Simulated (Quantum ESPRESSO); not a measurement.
CO2:

```
O C
1.0
     4.22721    0.00000    0.00000
     0.00000    4.22721    0.00000
     0.00000    0.00000    4.68777
O C
4 2
Direct
  0.80483 0.80483 0.00000
  0.19517 0.19517 0.00000
  0.69517 0.30483 0.50000
  0.30483 0.69517 0.50000
  0.00000 0.00000 0.00000
  0.50000 0.50000 0.50000
```

The cell comes from a database or a generator and needn't be the stable form of this composition.

| Property | Result |
| --- | --- |
| Program | Quantum ESPRESSO 7.5 |
| Task | single point |
| Functional | PBE |
| Potentials or basis | SSSP 1.3 efficiency PBE |
| Cutoff | 748 eV |
| Density cutoff | 5987 eV |
| k mesh | 6 × 6 × 6 |
| Occupations | fermi-dirac, width 0.05 eV |
| Spin | no spin polarisation |

On this cell: pressure 2.8 GPa; largest force 0.328 eV/Å; band gap on the k mesh 6.59 eV, indirect (least direct gap 7.06 eV).

The same run follows on a disturbed copy (atoms moved at random, drawn with an rms of 0.05 Å):

```
O C
1.0
     4.22721    0.00000    0.00000
     0.00000    4.22721    0.00000
     0.00000    0.00000    4.68777
O C
4 2
Direct
  0.81273 0.80429 0.00156
  0.19131 0.20839 0.99473
  0.68161 0.30166 0.49841
  0.29905 0.70320 0.51104
  0.99979 0.00213 0.99646
  0.50035 0.50118 0.50220
```

What does the disturbed cell give?

The energy moves by +22.9 meV/atom; pressure 1.9 GPa; largest force 5.773 eV/Å; band gap on the k mesh 6.46 eV, indirect (least direct gap 6.93 eV).

Forces in eV/Å, atoms in the order of the input:
```
O   -1.233 -1.263 -0.005
O   -1.079 -1.241 -0.004
O    2.123 -2.025 -0.118
O    2.096 -1.883 -0.212
C    2.317  2.487  0.064
C   -4.223  3.926  0.274
```

Stress tensor (GPa, compression positive):
```
 1.53  0.12  0.03
 0.12  2.24 -0.13
 0.03 -0.13  1.86
```

A k mesh can miss the band edges.
